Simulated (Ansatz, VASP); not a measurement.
## Two plane-wave programs on Bi

INCAR

```
PREC = Accurate ; ENCUT = 520
EDIFF = 1E-6 ; ISMEAR = 0
SIGMA = 0.1 ; LREAL = F
LASPH = T ; NELM = 100
ALGO = Fast ; ISIF = 2
LWAVE = F ; LCHARG = F
GGA = PE ; NBANDS = 38
```

KPOINTS

```
regular mesh
0
Gamma
  4 4 4
```

POSCAR

```
Bi
1.0
    2.1264269992     -6.6318940840      0.0000000000
    2.1264269992      6.6318940840      0.0000000000
    0.0000000000      0.0000000000      4.8380073620
Bi
4
Direct
    0.0876067592      0.9123932408      0.9304464192
    0.5876067592      0.4123932408      0.5695535808
    0.9123932408      0.0876067592      0.0695535808
    0.4123932408      0.5876067592      0.4304464192
```

Input for Ansatz:

```yaml
crystal:
  lattice:
    - [2.1264269992, -6.631894084, 0.0]
    - [2.1264269992, 6.631894084, 0.0]
    - [0.0, 0.0, 4.838007362]
  atoms:
    - { symbol: Bi, position: [0.0876067592, 0.9123932408, 0.9304464192] }
    - { symbol: Bi, position: [0.5876067592, 0.4123932408, 0.5695535808] }
    - { symbol: Bi, position: [0.9123932408, 0.0876067592, 0.0695535808] }
    - { symbol: Bi, position: [0.4123932408, 0.5876067592, 0.4304464192] }
basis:
  ecutwfc: 420
kpoints:
  mp_grid: { grid: [4, 4, 4] }
hamiltonian:
  xc: pbe
scf:
  occupations: { method: gaussian, width: 0.1 }
output:
  forces: true
  stress: true
  eigenvalues: true
```

Alike in both runs: task single point; functional PBE; k mesh 4 × 4 × 4; occupations gaussian, width 0.1 eV; no spin polarisation.

|  | VASP | Ansatz |
| --- | --- | --- |
| version | VASP 6.6.1 | Ansatz 0.2.0 |
| potentials or method | VASP PAW PBE potentials, release 64 (Bi_d) | scalar-relativistic, plane waves, PAW |
| plane-wave cutoff (eV) | 520 | 420 |
| valence electrons in the cell | 60 | 60 |

|  | VASP | Ansatz | Ansatz less VASP |
| --- | --- | --- | --- |
| gap on the k mesh at the Fermi level (eV) | none | none | - |
| pressure (GPa) | 30.2 | 30.2 | -0.03 |
| largest component of the traceless stress (GPa) | 20.33 | 20.25 | -0.080 |
| rms of the force components (eV/Å) | 5.427 | 5.410 | -0.0169 |

Atom by atom the forces differ by 0.019 eV/Å (rms over components). A gap of «none» marks a metal or a gap that the smearing closes.

Caveats: the k mesh is coarse (spacing up to 0.39 Å⁻¹), so the values aren't converged; so large a pressure means that the cell lies far from this level's equilibrium, or that cutoff or potentials fall short (VASP); spin-orbit coupling is left out, which moves the levels of the heavy elements; forces of over 1 eV/Å show positions far from the minimum, so gaps and moduli don't describe the material at rest.
